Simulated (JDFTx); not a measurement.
KCl (Sylvite):

```xyz
2
Lattice="0.0000 3.1465 3.1465 3.1465 0.0000 3.1465 3.1465 3.1465 0.0000" Properties=species:S:1:pos:R:3 pbc="T T T"
K     0.0000    0.0000    0.0000
Cl    3.1465    3.1465    3.1465
```

* Program: JDFTx 1.7.0 (patched build)
* Task: single point
* Functional: PBE
* Potentials or basis: PseudoDojo-SR-PBE-0.5-standard
* Cutoff: 1007 eV
* Density cutoff: 4027 eV
* k mesh: 7 × 7 × 7
* Occupations: fermi-dirac, width 0.05 eV
* Spin: no spin polarisation

On this cell: pressure 0.7 GPa; largest force zero by symmetry; band gap on the k mesh 5.19 eV, direct.

The same run follows on a disturbed copy (atoms moved at random, drawn with an rms of 0.05 Å):

```
K Cl
1.0
     0.00000    3.14647    3.14647
     3.14647    0.00000    3.14647
     3.14647    3.14647    0.00000
K Cl
1 1
Direct
  0.98882 0.01186 0.99803
  0.48303 0.50210 0.50564
```

Task: What changes?

Result: The energy moves by +0.8 meV/atom; pressure 0.8 GPa; largest force 0.066 eV/Å; band gap on the k mesh 5.19 eV, direct.

Forces in eV/Å, atoms in the order of the input:
```
K   -0.009  0.007 -0.065
Cl   0.009 -0.007  0.065
```

Caveats: the empty levels aren't tightly converged; an odd mesh through Γ misses points on the zone boundary, where band edges often lie; forces may be off by hundredths of an eV/Å (some runs).
